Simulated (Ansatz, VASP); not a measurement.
One calculation of Ru, two programs

File INCAR:

```
SYSTEM = Ru
PREC     = Accurate       ! precision mode
ENCUT    = 520            ! plane-wave cutoff, eV
EDIFF    = 1E-7           ! SCF threshold, eV
ISMEAR   = 0              ! smearing method
SIGMA    = 0.15           ! smearing width, eV
LREAL    = .False.        ! projectors in reciprocal space
LASPH    = .True.         ! aspherical terms in the spheres
NELM     = 100            ! most SCF steps
ALGO     = Fast           ! electronic algorithm
ISIF     = 2              ! what is computed and relaxed
LWAVE    = .False.        ! write WAVECAR
LCHARG   = .False.        ! write CHGCAR
GGA      = PS             ! functional
NBANDS   = 21             ! bands
```

File KPOINTS:

```
regular mesh
0
Gamma
  21 21 12
  0 0 0
```

The input POSCAR:

```
Ru
1.0
    2.7031377555      0.0000000000      0.0000000000
   -1.3515688777      2.3409859662      0.0000000000
    0.0000000000      0.0000000000      4.0082126638
Ru
2
Direct
    0.3333333333      0.6666666667      0.2500000000
    0.6666666667      0.3333333333      0.7500000000
```

Input for Ansatz:

```yaml
crystal:
  lattice:
    - [2.7031377555, 0.0, 0.0]
    - [-1.3515688777, 2.3409859662, 0.0]
    - [0.0, 0.0, 4.0082126638]
  atoms:
    - { symbol: Ru, position: [0.3333333333, 0.6666666667, 0.25] }
    - { symbol: Ru, position: [0.6666666667, 0.3333333333, 0.75] }
basis:
  ecutwfc: 420
kpoints:
  mp_grid: { grid: [21, 21, 12] }
hamiltonian:
  xc: pbesol
  pseudopotentials: { kind: paw, azcp: { folder: soft_1 } }
scf:
  occupations: { method: gaussian, width: 0.15 }
output:
  forces: true
  stress: true
  eigenvalues: true
```

Alike in both runs: task single point; functional PBEsol; k mesh 21 × 21 × 12; occupations gaussian, width 0.15 eV; no spin polarisation.

```csv
,VASP,Ansatz
version,VASP 6.6.1,Ansatz 0.2.0
potentials or method,"VASP PAW PBE potentials, release 64 (Ru_pv)","scalar-relativistic, plane waves, PAW"
plane-wave cutoff (eV),520,420
valence electrons in the cell,28,32
```

VASP gave:

- gap on the k mesh at the Fermi level (eV): none
- pressure (GPa): 22.1
- largest component of the traceless stress (GPa): 23.86

**Question.** Estimate Ansatz's values.

**Answer.** gap on the k mesh at the Fermi level (eV): none; pressure (GPa): 22.1; largest component of the traceless stress (GPa): 23.87.

A gap of «none» marks a metal or a gap that the smearing closes. The functional is the same, so the differences come from potentials, cutoffs and numerics. The two sets of potentials don't hold the same shells in valence. Ansatz warned: «pseudo_functional_mismatch».

Caveats: so large a pressure means that the cell lies far from this level's equilibrium, or that cutoff or potentials fall short (VASP); the potentials were made for another functional, which shifts forces and pressure (VASP).
